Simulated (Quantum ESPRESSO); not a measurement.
# Ti (P6_3/mmc) in Quantum ESPRESSO: further runs, part 2 of 2

Quantum ESPRESSO 7.5. Earlier steps stand in the parts before.

## Step 3: Phonons, LDA

File pw.in:

```
&CONTROL
  calculation = 'scf'
  prefix = 'pwscf'
  outdir = './tmp'
  pseudo_dir = './pseudo'
  tprnfor = .true.
  tstress = .true.
  disk_io = 'low'
/
&SYSTEM
  ibrav = 0
  celldm(1) = 8
  nat = 2
  ntyp = 1
  ecutwfc = 45
  ecutrho = 360
  nbnd = 19
  occupations = 'smearing'
  smearing = 'mv'
  degauss = 0.01469973
/
&ELECTRONS
  conv_thr = 4d-10
  electron_maxstep = 120
  mixing_beta = 0.5
/
ATOMIC_SPECIES
Ti    47.8670 ti_lda_v1.4.uspp.F.UPF
CELL_PARAMETERS alat
  0.6968365084558   0.0000000000000   0.0000000000000
 -0.3484182542279   0.6034781186156   0.0000000000000
  0.0000000000000   0.0000000000000   1.1054897829061
ATOMIC_POSITIONS crystal
Ti     0.6666666667    0.3333333333    0.7500000000
Ti     0.3333333333    0.6666666667    0.2500000000
K_POINTS automatic
8 8 5 0 0 0
```

File relax.in:

```
&CONTROL
  calculation = 'vc-relax'
  prefix = 'pwscf'
  outdir = './tmp'
  pseudo_dir = './pseudo'
  tprnfor = .true.
  tstress = .true.
  disk_io = 'low'
  nstep = 40
  forc_conv_thr = 0.0001
  etot_conv_thr = 1d-06
/
&SYSTEM
  ibrav = 0
  celldm(1) = 8
  nat = 2
  ntyp = 1
  ecutwfc = 45
  ecutrho = 360
  nbnd = 19
  occupations = 'smearing'
  smearing = 'mv'
  degauss = 0.01469973
/
&ELECTRONS
  conv_thr = 4d-10
  electron_maxstep = 120
  mixing_beta = 0.5
/
&IONS
  ion_dynamics = 'bfgs'
/
&CELL
  cell_dynamics = 'bfgs'
  press = 0
  press_conv_thr = 0.2
/
ATOMIC_SPECIES
Ti    47.8670 ti_lda_v1.4.uspp.F.UPF
CELL_PARAMETERS alat
  0.6968365084558   0.0000000000000   0.0000000000000
 -0.3484182542279   0.6034781186156   0.0000000000000
  0.0000000000000   0.0000000000000   1.1054897829061
ATOMIC_POSITIONS crystal
Ti     0.6666666667    0.3333333333    0.7500000000
Ti     0.3333333333    0.6666666667    0.2500000000
K_POINTS automatic
8 8 5 0 0 0
```

File scf2.in:

```
&CONTROL
  calculation = 'scf'
  prefix = 'pwscf'
  outdir = './tmp'
  pseudo_dir = './pseudo'
  tprnfor = .true.
  tstress = .true.
  disk_io = 'low'
/
&SYSTEM
  ibrav = 0
  celldm(1) = 8
  nat = 2
  ntyp = 1
  ecutwfc = 45
  ecutrho = 360
  nbnd = 19
  occupations = 'smearing'
  smearing = 'mv'
  degauss = 0.01469973
/
&ELECTRONS
  conv_thr = 1d-13
  electron_maxstep = 120
  mixing_beta = 0.5
  startingpot = 'file'
  startingwfc = 'file'
/
ATOMIC_SPECIES
Ti    47.8670 ti_lda_v1.4.uspp.F.UPF
CELL_PARAMETERS alat
  0.6764145229039   0.0000000000068   0.0000000000000
 -0.3382072614579   0.5857921603201   0.0000000000000
  0.0000000000000   0.0000000000000   1.0718079386292
ATOMIC_POSITIONS crystal
Ti     0.6666666666    0.3333333332    0.7500000000
Ti     0.3333333332    0.6666666666    0.2500000000
K_POINTS automatic
8 8 5 0 0 0
```

File ph.in:

```
phonons of Ti
&INPUTPH
  prefix = 'pwscf'
  outdir = './tmp'
  tr2_ph = 1d-18
  fildyn = 'dyn'
  niter_ph = 90
  alpha_mix(1) = 0.4
/
0.4927944655 0.8535450520 0.0000000000
```

Potentials or basis: GBRV 1.5 LDA.

The run is started by

```bash
$ OMP_NUM_THREADS=1 mpirun -n 4 pw.x -nk 4 -in pw.in > pw.out
$ OMP_NUM_THREADS=1 mpirun -n 4 pw.x -nk 4 -in relax.in > relax.out
$ OMP_NUM_THREADS=1 mpirun -n 4 pw.x -nk 4 -in scf2.in > scf2.out
$ OMP_NUM_THREADS=1 mpirun -n 4 ph.x -nk 4 -in ph.in > ph.out
```

pw.out:

```text
This program is part of the open-source Quantum ESPRESSO suite
     for quantum simulation of materials; please cite
[... 6 lines left out ...]
     using ibrav=0 with symmetry is DISCOURAGED, use correct ibrav instead

     K-points division:     npool     =       4
     Subspace diagonalization in iterative solution of the eigenvalue problem:
     a serial algorithm will be used

     G-vector sticks info
     --------------------
     sticks:   dense  smooth     PW     G-vecs:    dense   smooth      PW
     Sum         769     379    121                27449     9715    1713

     Using Slab Decomposition

     bravais-lattice index     =            0
     lattice parameter (alat)  =       8.0000  a.u.
     unit-cell volume          =     238.0220 (a.u.)^3
     number of atoms/cell      =            2
     number of atomic types    =            1
     number of electrons       =        24.00
     number of Kohn-Sham states=           19
     kinetic-energy cutoff     =      45.0000  Ry
     charge density cutoff     =     360.0000  Ry
     scf convergence threshold =      4.0E-10
     mixing beta               =       0.5000
     number of iterations used =            8  plain     mixing
     Exchange-correlation=  SLA  PZ   NOGX NOGC
                           (   1   1   0   0   0   0   0)

     celldm(1)=   8.000000  celldm(2)=   0.000000  celldm(3)=   0.000000
     celldm(4)=   0.000000  celldm(5)=   0.000000  celldm(6)=   0.000000

     crystal axes: (cart. coord. in units of alat)
               a(1) = (   0.696837   0.000000   0.000000 )
               a(2) = (  -0.348418   0.603478   0.000000 )
               a(3) = (   0.000000   0.000000   1.105490 )

     reciprocal axes: (cart. coord. in units 2 pi/alat)
               b(1) = (  1.435057  0.828530 -0.000000 )
               b(2) = (  0.000000  1.657061  0.000000 )
               b(3) = (  0.000000 -0.000000  0.904576 )

     PseudoPot. # 1 for Ti read from file:
     ti_lda_v1.4.uspp.F.UPF
     Pseudo is Ultrasoft + core correction, Zval = 12.0
     Generated by new atomic code, or converted to UPF format
     Using radial grid of  851 points,  6 beta functions with:
                l(1) =   0
                l(2) =   0
                l(3) =   1
                l(4) =   1
                l(5) =   2
                l(6) =   2
     Q(r) pseudized with  6 coefficients,  rinner =    1.000   1.000   1.000
                                                       1.000   1.000

     atomic species   valence    mass     pseudopotential
     Ti               12.00    47.86700     Ti( 1.00)

     24 Sym. Ops., with inversion, found (12 have fractional translation)

   Cartesian axes

     site n.     atom                  positions (alat units)
         1        Ti     tau(   1) = (   0.3484183   0.2011594   0.8291173  )
         2        Ti     tau(   2) = (  -0.0000000   0.4023187   0.2763724  )

     number of k points=    30  Marzari-Vanderbilt smearing, width (Ry)=  0.0147
                       cart. coord. in units 2pi/alat
        k(    1) = (   0.0000000   0.0000000   0.0000000), wk =   0.0062500
        k(    2) = (   0.0000000   0.0000000   0.1809153), wk =   0.0125000
        k(    3) = (   0.0000000   0.0000000   0.3618306), wk =   0.0125000
        k(    4) = (   0.0000000   0.2071326   0.0000000), wk =   0.0375000
        k(    5) = (   0.0000000   0.2071326   0.1809153), wk =   0.0750000
        k(    6) = (   0.0000000   0.2071326   0.3618306), wk =   0.0750000
[... 22 lines left out ...]
        k(   29) = (   0.3587642   0.8285305   0.1809153), wk =   0.0750000
        k(   30) = (   0.3587642   0.8285305   0.3618306), wk =   0.0750000

     Dense  grid:    27449 G-vectors     FFT dimensions: (  36,  36,  54)

     Smooth grid:     9715 G-vectors     FFT dimensions: (  24,  24,  40)

     Check: negative core charge=   -0.000016

     Initial potential from superposition of free atoms

     starting charge      21.9999, renormalised to      24.0000

     negative rho (up, down):  1.730E-03 0.000E+00
     Starting wfcs are   20 randomized atomic wfcs

     Self-consistent Calculation

     iteration #  1     ecut=    45.00 Ry     beta= 0.50
     Davidson diagonalization with overlap
     ethr =  1.00E-02,  avg # of iterations =  3.6

     negative rho (up, down):  1.895E-03 0.000E+00

     total energy              =    -238.15653137 Ry
     estimated scf accuracy    <       1.26225993 Ry

     iteration #  2     ecut=    45.00 Ry     beta= 0.50
     Davidson diagonalization with overlap
     ethr =  5.26E-03,  avg # of iterations =  2.7

     negative rho (up, down):  1.457E-03 0.000E+00

     total energy              =    -238.46726256 Ry
     estimated scf accuracy    <       0.01319131 Ry
[... 82 lines left out ...]
     iteration # 12     ecut=    45.00 Ry     beta= 0.50
     Davidson diagonalization with overlap
     ethr =  1.82E-12,  avg # of iterations =  1.0

     negative rho (up, down):  9.726E-04 0.000E+00

     total energy              =    -238.47219832 Ry
     estimated scf accuracy    <          5.6E-10 Ry

     iteration # 13     ecut=    45.00 Ry     beta= 0.50
     Davidson diagonalization with overlap
     ethr =  1.82E-12,  avg # of iterations =  2.2

     negative rho (up, down):  9.726E-04 0.000E+00

     End of self-consistent calculation

          k = 0.0000 0.0000 0.0000 (  1201 PWs)   bands (ev):

   -43.4143 -43.2788 -20.3192 -19.6761 -19.6761 -19.6224 -19.5770 -19.5770
     6.7535  10.2035  13.5946  13.5946  13.6565  13.6952  14.0810  14.0810
    14.4147  14.4147  15.9275

          k = 0.0000 0.0000 0.1809 (  1195 PWs)   bands (ev):

   -43.4015 -43.2919 -20.2550 -19.6915 -19.6667 -19.6667 -19.5865 -19.5865
     7.0832  10.0101  13.1770  13.4753  13.4753  13.5205  13.9158  13.9158
    14.7423  14.7423  15.9314

          k = 0.0000 0.0000 0.3618 (  1195 PWs)   bands (ev):

   -43.3679 -43.3260 -20.0848 -19.8696 -19.6420 -19.6420 -19.6114 -19.6114
     7.9925   9.1821  12.8318  13.1141  13.4343  13.4343  13.6143  13.6143
    15.3197  15.3197  15.7698
[... 43 lines left out ...]
          k = 0.0000 0.6214 0.1809 (  1212 PWs)   bands (ev):

   -43.3124 -43.2590 -20.1629 -20.0311 -19.9419 -19.7825 -19.7308 -19.6527
     9.8127  10.9397  11.4692  12.2190  13.5056  13.6089  13.8649  15.5983
    15.7512  15.8083  16.2227

          k = 0.0000 0.6214 0.3618 (  1207 PWs)   bands (ev):

   -43.2959 -43.2755 -20.1776 -20.1220 -19.8216 -19.7436 -19.7427 -19.6931
    10.0659  10.5219  11.8999  12.2692  13.4908  13.8426  14.1347  14.8824
    15.8881  15.9838  16.0638

          k = 0.0000-0.8285 0.0000 (  1216 PWs)   bands (ev):

   -43.2972 -43.2532 -20.1441 -20.0235 -20.0179 -19.8171 -19.7940 -19.6485
    10.5459  10.7318  11.0303  12.2783  13.2919  13.4421  13.9872  16.1354
    16.3364  16.3631  17.1578

          k = 0.0000-0.8285 0.1809 (  1212 PWs)   bands (ev):

   -43.2930 -43.2573 -20.1979 -20.0853 -19.9302 -19.8012 -19.7640 -19.6648
    10.2704  10.7524  11.6107  11.8924  13.5040  13.8302  14.0375  15.8670
    16.2062  16.3458  16.7565

          k = 0.0000-0.8285 0.3618 (  1216 PWs)   bands (ev):

   -43.2820 -43.2683 -20.2244 -20.1791 -19.8159 -19.7594 -19.7547 -19.7073
    10.2308  10.5180  11.8815  12.1198  13.8660  14.1069  14.4715  14.9848
    16.2423  16.2996  16.3118

          k = 0.1794 0.3107 0.0000 (  1206 PWs)   bands (ev):

   -43.3729 -43.2639 -20.2248 -19.8372 -19.8017 -19.7032 -19.6656 -19.6180
     7.9796  11.0520  12.2209  12.5010  13.6149  13.6699  14.1604  14.3901
    14.5085  14.9534  16.1242

          k = 0.1794 0.3107 0.1809 (  1211 PWs)   bands (ev):

   -43.3626 -43.2744 -20.1882 -19.8361 -19.8140 -19.7312 -19.6530 -19.6302
     8.2580  10.9323  11.9703  12.5875  13.4120  13.6987  13.9294  14.4457
    14.8346  15.0037  16.0586

          k = 0.1794 0.3107 0.3618 (  1206 PWs)   bands (ev):
[... 65 lines left out ...]
          k = 0.3588 0.8285 0.1809 (  1221 PWs)   bands (ev):

   -43.2752 -43.2603 -20.1047 -20.0400 -19.9887 -19.8347 -19.8224 -19.7618
    11.0446  11.5007  11.6205  11.7168  12.9234  13.0704  14.2163  15.5742
    15.7881  16.1082  18.3920

          k = 0.3588 0.8285 0.3618 (  1223 PWs)   bands (ev):

   -43.2705 -43.2648 -20.1465 -20.1249 -19.9481 -19.8842 -19.7332 -19.7119
    11.1144  11.3416  12.0083  12.1313  12.6492  12.8037  14.3357  14.7830
    15.9051  16.0801  18.7236

     the Fermi energy is    12.8331 ev

!    total energy              =    -238.47219832 Ry
     estimated scf accuracy    <          2.7E-11 Ry
     smearing contrib. (-TS)   =       0.00030296 Ry
     internal energy E=F+TS    =    -238.47250128 Ry

     The total energy is F=E-TS. E is the sum of the following terms:
     one-electron contribution =     -82.60996913 Ry
     hartree contribution      =      48.87550452 Ry
     xc contribution           =     -35.65595867 Ry
     ewald contribution        =    -169.08207799 Ry

     convergence has been achieved in  13 iterations

     negative rho (up, down):  9.726E-04 0.000E+00

     Forces acting on atoms (cartesian axes, Ry/au):

     atom    1 type  1   force =    -0.00000000   -0.00000000    0.00000000
     atom    2 type  1   force =     0.00000000    0.00000000    0.00000000

     Total force =     0.000000     Total SCF correction =     0.000000

     Computing stress (Cartesian axis) and pressure

     negative rho (up, down):  9.726E-04 0.000E+00
          total   stress  (Ry/bohr**3)                   (kbar)     P=      -98.69
  -0.00065297   0.00000000   0.00000000          -96.06        0.00        0.00
  -0.00000000  -0.00065297  -0.00000000           -0.00      -96.06       -0.00
   0.00000000  -0.00000000  -0.00070667            0.00       -0.00     -103.95

=------------------------------------------------------------------------------=
   JOB DONE.
=------------------------------------------------------------------------------=
```

Run time: 4.5 min. Hardware: 4 MPI ranks of Intel Xeon at 2.50GHz (Skylake/Cascade Lake), shared host; peak memory 0.36 GiB.

Results:

```yaml
Free_energy: -3244.6797 eV
Relaxed_volume: 16.11 Å³/atom
Relaxed_cell: a = 2.864 Å, b = 2.864 Å, c = 4.537 Å, α = 90.00°, β = 90.00°, γ = 120.00°
Space_group_after_relaxing_to_0.05_Å: P6_3/mmc (No. 194)
Pressure_after_relaxing: 0.0 GPa
Band_gap_on_the_k_mesh: none (metal or under the smearing width)
Highest_phonon_frequency_at_the_q_point_run: 312 cm⁻¹
```

The path:
```tsv
step	energy change (eV)	largest force (eV/Å)	pressure (GPa)	volume (Å³)
1	0.0000	0.0000	-9.87	35.27
2	-0.0807	0.0000	-4.74	33.53
3	-0.1000	0.0000	0.67	32.06
4	-0.1004	0.0000	-0.04	32.24
5	-0.1004	0.0000	0.00	32.23
6	-0.1004	0.0000	0.01	32.22
7	-0.1004	0.0000	0.01	32.22
```

Final structure:
```cif
data_structure
_symmetry_space_group_name_H-M 'P 1'
_symmetry_Int_Tables_number 1
_cell_length_a 2.8635
_cell_length_b 2.8635
_cell_length_c 4.5374
_cell_angle_alpha 90.000
_cell_angle_beta 90.000
_cell_angle_gamma 120.000
_cell_volume 32.22
loop_
_atom_site_label
_atom_site_type_symbol
_atom_site_fract_x
_atom_site_fract_y
_atom_site_fract_z
_atom_site_occupancy
Ti1 Ti 0.66667 0.33333 0.75000 1
Ti2 Ti 0.33333 0.66667 0.25000 1
```

Phonon frequencies in cm⁻¹ (negative: imaginary):
```tsv
q point	frequencies
(0.333, 0.333, 0.000)	225 225 232 232 243 312
```

Phonon modes at q = (0.333, 0.333, 0.000) in reciprocal lattice units:
```csv
mode,symmetry,cm⁻¹
1,E'',225
2,E'',225
3,E',232
4,E',232
5,A'_2,243
6,A'_1,312
```

Caveat: the mesh is thin for the phonons of a metal; the q point doesn't lie on the k mesh, which can shift a metal's frequencies strongly unless the mesh is converged.
